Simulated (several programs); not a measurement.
## Many methods on one cell: PtAs2 (Pa-3)

Measured values to be reproduced:
- bulk modulus: 224 GPa (B0 from third-order Birch-Murnaghan fit; “Pressure-Induced Exciton Formation and Superconductivity in Platinum-Based Mineral Sperrylite”; Fitted equation-of-state parameter from compression to 150 GPa, correlated with B0' = 3.62; slight discrepancy with earlier data on natural …; 2024; pmc:11277940)
- volume: 17.78 Å³ an atom (from the lattice constants; cubic lattice constant a; “Pressure-Induced Exciton Formation and Superconductivity in Platinum-Based Mineral Sperrylite”; 2024; pmc:11277940)

PtAs2 (started from an entry of an open crystallographic database), relaxed with r2SCAN in Ansatz, was computed with several methods. Space group Pa-3 (No. 205), cubic; a = 6.009 Å in the conventional setting, 18.08 Å³ an atom. As is surrounded by 1 As at 2.41 Å and 3 Pt at 2.51 Å; Pt is surrounded by 6 As at 2.51 Å. The values are computed, spin-unpolarised.

```
CELL_PARAMETERS angstrom
6.00938 0.00000 0.00000
0.00000 6.00938 0.00000
0.00000 0.00000 6.00938
ATOMIC_POSITIONS crystal
As 0.38405 0.38405 0.38405
As 0.11595 0.61595 0.88405
As 0.88405 0.11595 0.61595
As 0.61595 0.88405 0.11595
As 0.61595 0.61595 0.61595
As 0.88405 0.38405 0.11595
As 0.11595 0.88405 0.38405
As 0.38405 0.11595 0.88405
Pt 0.00000 0.00000 0.00000
Pt 0.50000 0.00000 0.50000
Pt 0.50000 0.50000 0.00000
Pt 0.00000 0.50000 0.50000
```

Gaps and times are for a single point on this cell; volume and bulk modulus come from each method's own relaxation or energy curve at fixed shape, which is too stiff where a cell has free coordinates or axes. Times are rough, from shared hosts (Arm Neoverse V2), and each method has its own mesh and cell size. A double dagger marks a value from a curve with shape and coordinates held. A star marks a curve whose lowest point is an end point. GFN1-xTB (tblite), GFN2-xTB (tblite) treat a cluster of cells at its zone centre, which samples few k points: where these miss a band edge, the gap comes out too large for that reason alone. Gaps from k meshes are read at a limited set of points (mesh, symmetry points, PBE's band edges), so each method's own least gap may be somewhat smaller. xTB and the PM methods were fitted mostly to molecules, and can miss a solid's gap by electronvolts. Minimal bases can be far off for gaps. Times of the plane-wave ladder aren't listed, since it ran on unlike processors and cards. GLLB-SC's gap includes the derivative discontinuity. d marks a direct gap, i an indirect one (no mark: not told apart), a dash a value that wasn't computed or didn't pass its checks.

```
                              method              kind      gap (eV)  own volume (Å³/atom)  bulk modulus (GPa)  atoms computed  processor time
                              PBEsol         semilocal             –                 17.83                   –              12               –
light PBE (260 eV and a coarse mesh)  light plane-wave        0.06 i                     –                   –              12           4.5 s
                   GFN1-xTB (tblite)     tight binding          0.16                16.57‡                134‡         cluster           7.2 s
                      PBE/SZV (CP2K)       small basis  overlap 0.10                     –                   –              12            12 s
                                 PBE         semilocal        0.16 i                 18.52                137‡              12               –
                   GFN2-xTB (tblite)     tight binding             0               19.80*‡                86*‡         cluster            19 s
                                 LDA         semilocal        0.09 i                 17.49                   –              12               –
                              r2SCAN         semilocal        0.36 i                 18.08                153‡              12               –
                     PBE/DZVP (CP2K)       small basis        0.19 i                18.66‡                135‡              12            48 s
                      GLLB-SC (GPAW)   model potential          0.01                     –                   –              12         2.4 min
                             PBE+SOC         semilocal        0.18 i                     –                   –              12               –
                                PBE0            hybrid        1.13 i                     –                   –              12               –
                               HSE06            hybrid        0.61 i                     –                   –              12               –
                            DDH-PBE0            hybrid        0.28 i                     –                   –              12               –
                             r2SCAN0            hybrid        1.24 i                     –                   –              12               –
```

Against HSE06 (0.61 eV) and with closed or daggered gaps left aside, the nearest gap at the points sampled is that of r2SCAN (-0.25 eV) and the farthest that of r2SCAN0 (+0.63 eV). HSE06 is only a yardstick of convenience, and nearness to it can be luck.

Volumes against r2SCAN's: PBEsol -1.4 %, PBE +2.4 %, LDA -3.3 %.

Runs without a result: PM7 (MOPAC) (single point, out of time).

Comparison with experiment:
- Volume, measured 17.78 Å³ an atom: PBEsol +0.3 %, PBE +4.2 %, LDA -1.6 %, r2SCAN +1.7 %.
The calculations are for a static lattice; samples hold vibrations, temperature and, in optical gaps, excitons. A measured value is shown where most reports agree with it, and only for the quantities listed.

Only the rows marked +SOC include spin-orbit coupling.
